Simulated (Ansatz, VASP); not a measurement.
**One calculation of Pt, two programs**

File INCAR:

```
AGGAC = 1.0
AGGAX = 1.0
ALDAC = 0.0
ALDAX = 1.0
ALGO = Normal
EDIFF = 1E-7
ENCUT = 520
GGA = B5
ISIF = 2
ISMEAR = -1
LASPH = T
LCHARG = F
LREAL = F
LWAVE = F
NBANDS = 11
NELM = 60
PREC = Accurate
SIGMA = 0.1
```

KPOINTS

```
k-points
0
Gamma
  13 13 13
```

POSCAR

```
Pt
1.0
    2.7811497685      0.0000000000      0.0000000000
    0.0000000000      2.7811497685      0.0000000000
    0.0000000000      0.0000000000      2.7811497685
Pt
1
Direct
    0.0000000000      0.0000000000      0.0000000000
```

Input for Ansatz:

```yaml
crystal:
  lattice:
    - [2.7811497685, 0.0, 0.0]
    - [0.0, 2.7811497685, 0.0]
    - [0.0, 0.0, 2.7811497685]
  atoms:
    - { symbol: Pt, position: [0.0, 0.0, 0.0] }
hamiltonian:
  xc: blyp
  pseudopotentials:
    kind: paw
    azcp:
      Pt: "pseudopotentials/Pt.paw.azcp"
basis:
  ecutwfc: 420
  fft_grid_basis: typed
kpoints:
  mp_grid: { grid: [13, 13, 13], shift: [0, 0, 0] }
magnetization:
  spin_polarized: false
scf:
  occupations: { method: fermi_dirac, width: 0.1 }
  lower_state_search: "off"
output:
  stress: true
```

Alike in both runs: task single point; functional BLYP; k mesh 13 × 13 × 13; occupations fermi-dirac, width 0.1 eV; no spin polarisation.

```csv
,VASP,Ansatz
version,VASP 6.6.1,Ansatz 0.2.0
potentials or method,"VASP PAW PBE potentials, release 64 (Pt)","plane waves (420 eV) with PAW, scalar-relativistic"
plane-wave cutoff (eV),520,420
valence electrons in the cell,10,18
```

```tsv
	VASP	Ansatz	Ansatz less VASP
pressure (GPa)	-12.0	-12.5	-0.49
```

The two sets of potentials don't hold the same shells in valence.

Caveats: the PAW data sets were made with another functional, which shifts forces and pressure a little (VASP). The runs have no spin-orbit coupling, so splittings on Pt are missing.
